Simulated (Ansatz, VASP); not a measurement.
Two plane-wave programs on Pb

The input INCAR:

```
ALGO     = Fast           # electronic algorithm
EDIFF    = 1E-6           # SCF threshold, eV
ENCUT    = 520            # plane-wave cutoff, eV
GGA      = PS             # functional
ISIF     = 2              # what is computed and relaxed
ISMEAR   = 0              # smearing method
LASPH    = True           # aspherical terms in the spheres
LCHARG   = False          # write CHGCAR
LREAL    = False          # projectors in reciprocal space
LWAVE    = False          # write WAVECAR
NBANDS   = 21             # bands
NELM     = 100            # most SCF steps
PREC     = Accurate       # precision mode
SIGMA    = 0.0195         # smearing width, eV
```

The input KPOINTS:

```
k-points
0
Gamma
  11 11 6
```

The input POSCAR:

```
Pb
1.0
    1.7974180000      3.1132170000      0.0000000000
   -1.7974180000      3.1132170000      0.0000000000
    0.0000000000      0.0000000000      5.6305730000
Pb
2
Direct
    0.3333300000      0.3333400000      0.2500000000
    0.6666600000      0.6666700000      0.7500000000
```

Input for Ansatz:

```yaml
crystal:
  lattice:
    - [1.797418, 3.113217, 0.0]
    - [-1.797418, 3.113217, 0.0]
    - [0.0, 0.0, 5.630573]
  atoms:
    - { symbol: Pb, position: [0.33333, 0.33334, 0.25] }
    - { symbol: Pb, position: [0.66666, 0.66667, 0.75] }
  symmetry: { tolerance: 0.0003 }
kpoints:
  mp_grid: { grid: [11, 11, 6], shift: [0, 0, 0] }
  band_path:
    path:
      - [0.0, 0.0, 0.0]
      - [0.5, 0.0, 0.0]
      - [0.66666667, 0.33333333, 0.0]
      - [0.0, 0.0, 0.0]
      - [0.0, 0.0, 0.5]
      - [0.5, 0.0, 0.5]
      - [0.66666667, 0.33333333, 0.5]
      - [0.0, 0.0, 0.5]
      - [0.5, 0.0, 0.5]
      - [0.5, 0.0, 0.0]
      - [0.66666667, 0.33333333, 0.5]
    npoints: 6
magnetization:
  spin_polarized: false
scf:
  occupations: { method: gaussian, width: 0.0195 }
  lower_state_search: "off"
  max_iter: 200
hamiltonian:
  pseudopotentials: { kind: paw }
  xc: pbesol
basis:
  ecutwfc: 420
  fft_grid_basis: typed
output:
  forces: true
  stress: true
  eigenvalues: true
  bader: true
  populations: true
  elf: true
  write_potential: true
  volumetric_format: npy
  dos:
    e_range: [-12, 8]
    de: 0.05
    projected: { site_lists: { Pb: [Pb] } }
checkpoint:
  read: saved_state
```

Alike in both runs: task single point; functional PBEsol; k mesh 11 × 11 × 6; occupations gaussian, width 0.0195 eV; no spin polarisation.

|  | VASP | Ansatz |
| --- | --- | --- |
| version | VASP 6.6.1 | Ansatz 0.2.0 |
| potentials or method | VASP PAW PBE potentials, release 64 (Pb_d) | PAW plane waves |
| plane-wave cutoff (eV) | 520 | 420 |
| valence electrons in the cell | 28 | 28 |

|  | VASP | Ansatz | Ansatz less VASP |
| --- | --- | --- | --- |
| pressure (GPa) | -2.3 | -2.2 | +0.09 |
| largest component of the traceless stress (GPa) | 1.33 | 1.34 | +0.017 |

With one functional, cell and mesh, what is left measures potentials, basis and numerics. Ansatz warned: «structure_snapped_to_symmetry».

Caveats: the PAW data sets were made with another functional, which shifts forces and pressure a little (VASP). Spin-orbit coupling is left out, which matters for the levels of Pb.
